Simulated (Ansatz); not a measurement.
Start from CsPbI$_{3}$ in the cubic perovskite structure (space group Pm-3m, No. 221; a = 6.3327 Å). Axes: x, y, z lie along the cube axes.

Structures relaxed with r2SCAN, PAW, 500 eV (Ansatz, a program for electronic structure; without spin-orbit coupling).

Base:

Simulated powder pattern, Cu Kα1, λ = 1.54056 Å (kinematic, ideal powder, no thermal factors, no anomalous dispersion; the 8 strongest lines at most, above 2 %, up to 2θ = 90°):

| 2θ (°) | I/Imax (%) | hkl |
|---|---|---|
| 13.97 | 40 | (100) |
| 19.81 | 39 | (110) |
| 24.32 | 36 | (111) |
| 28.16 | 100 | (200) |
| 40.25 | 76 | (220) |
| 49.84 | 27 | (222) |
| 65.91 | 36 | (420) |
| 73.15 | 26 | (422) |

After one change:

Simulated powder pattern, Cu Kα1, λ = 1.54056 Å (kinematic, ideal powder, no thermal factors, no anomalous dispersion; the 8 strongest lines at most, above 2 %, up to 2θ = 90°):

```csv
2θ (°),I/Imax (%)
14.04,40
19.90,39
24.43,36
28.29,100
40.43,76
50.08,27
66.24,36
73.53,26
```

Q: Which of these changes matches the shifts?
(A) isotropic strain −0.44 %
(B) uniaxial strain ε_zz = +2.57 %
(C) biaxial strain +2.70 %, plane normal [001], relaxed out of plane
(D) isotropic strain −3.09 %

A: A, isotropic strain −0.44 %. Its volume per atom is 50.12 Å³ against 50.79 Å³, and its space group is Pm-3m (No. 221).

Whether these cells are dynamically stable was not tested. Many cubic perovskites are stable only at high temperature; tilts and polar distortions were not tested. This is not the structure that CsPbI3 has at room temperature and ambient pressure.
